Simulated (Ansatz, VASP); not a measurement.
# Ca: VASP beside Ansatz

```
Ca
1.0
    -2.22028    2.15187    2.23024
     2.18592   -2.16280    2.20671
     2.24844    2.19096   -2.24121
Ca
1
Direct
  0.50962 0.50929 0.01109
```

Change from the starting cell: cell strained at random at fixed volume.

Alike in both runs: functional PBE; dispersion D4; k mesh 9 × 9 × 9; occupations tetrahedron; no spin polarisation.

|  | VASP | Ansatz |
| --- | --- | --- |
| version | VASP 6.6.1 | Ansatz 0.2.0 |
| potentials or method | VASP PAW PBE potentials, release 64 (Ca_sv) | Ansatz PAW |
| plane-wave cutoff (eV) | 520 | 420 |
| valence electrons in the cell | 10 | 10 |
| task | single point | atomic charges |

Ansatz gave:

* gap on the k mesh at the Fermi level (eV): none
* pressure (GPa): -1.0
* largest component of the traceless stress (GPa): 0.15
* dispersion energy (meV/atom): -173.3

Estimate VASP's values.

gap on the k mesh at the Fermi level (eV): none; pressure (GPa): -1.0; largest component of the traceless stress (GPa): 0.18; dispersion energy (meV/atom): -173.2.

A gap of «none» marks a metal or a gap that the smearing closes. With one functional, cell and mesh, what is left measures potentials, basis and numerics.

Caveats: pairwise dispersion overbinds metals, which lowers pressure and volume; tetrahedron occupations give inexact forces and stress in metals (VASP); with tetrahedron occupations forces and stress needn't match the slope of the energy (Ansatz).
